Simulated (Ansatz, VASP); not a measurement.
**As: VASP beside Ansatz**

Contents of INCAR:

```
SYSTEM = As
PREC = Accurate
ENCUT = 520
EDIFF = 1E-6
ISMEAR = -1
SIGMA = 0.05
LREAL = .False.
LASPH = .True.
NELM = 100
ALGO = Normal
ISIF = 2
LWAVE = .False.
LCHARG = .True.
LELF = .True.
LVHAR = .True.
NBANDS = 12
```

File KPOINTS:

```
regular mesh
0
Gamma
  9 9 9
  0 0 0
```

File POSCAR:

```
As
1.0
    1.8807968987      1.0858785957      3.5140619945
   -1.8807968987      1.0858785957      3.5140619945
    0.0000000000     -2.1717571915      3.5140619945
As
2
Direct
    0.2260000000      0.2260000000      0.2260000000
    0.7740000000      0.7740000000      0.7740000000
```

The input input.yaml:

```yaml
crystal:
  lattice:
    - [1.8807968987, 1.0858785957, 3.5140619945]
    - [-1.8807968987, 1.0858785957, 3.5140619945]
    - [0.0, -2.1717571915, 3.5140619945]
  atoms:
    - { symbol: As, position: [0.226, 0.226, 0.226] }
    - { symbol: As, position: [0.774, 0.774, 0.774] }
kpoints:
  mp_grid: { grid: [9, 9, 9] }
  band_path:
    path:
      - [0.0, 0.0, 0.0]
      - [0.5, 0.0, 0.0]
      - [0.5, 0.2303245873, -0.2303245873]
    npoints: 8
scf:
  occupations: { method: fermi_dirac, width: 0.05 }
hamiltonian:
  xc: lda
  pseudopotentials: { kind: all_electron, lapw: { basis_error: 0.001 } }
output:
  forces: true
  stress: true
  eigenvalues: true
```

Alike in both runs: functional LDA; k mesh 9 × 9 × 9; occupations fermi-dirac, width 0.05 eV; no spin polarisation.

|  | VASP | Ansatz |
| --- | --- | --- |
| version | VASP 6.6.1 | Ansatz 0.2.0 |
| potentials or method | VASP PAW LDA potentials, release 64 (As) | all-electron LAPW, scalar-relativistic |
| plane-wave cutoff (eV) | 520 | see its input |
| task | single point | band structure |

|  | VASP | Ansatz | Ansatz less VASP |
| --- | --- | --- | --- |
| gap on the k mesh at the Fermi level (eV) | none | none | - |
| pressure (GPa) | -0.9 | -1.3 | -0.41 |
| largest component of the traceless stress (GPa) | 0.46 | 0.31 | -0.149 |
| rms of the force components (eV/Å) | 0.192 | 0.150 | -0.0420 |

Atom by atom the forces differ by 0.042 eV/Å (rms over components). A gap of «none» marks a metal or a gap that the smearing closes. Ansatz ran all-electron here, so the differences hold the error of VASP's frozen core and of both bases.
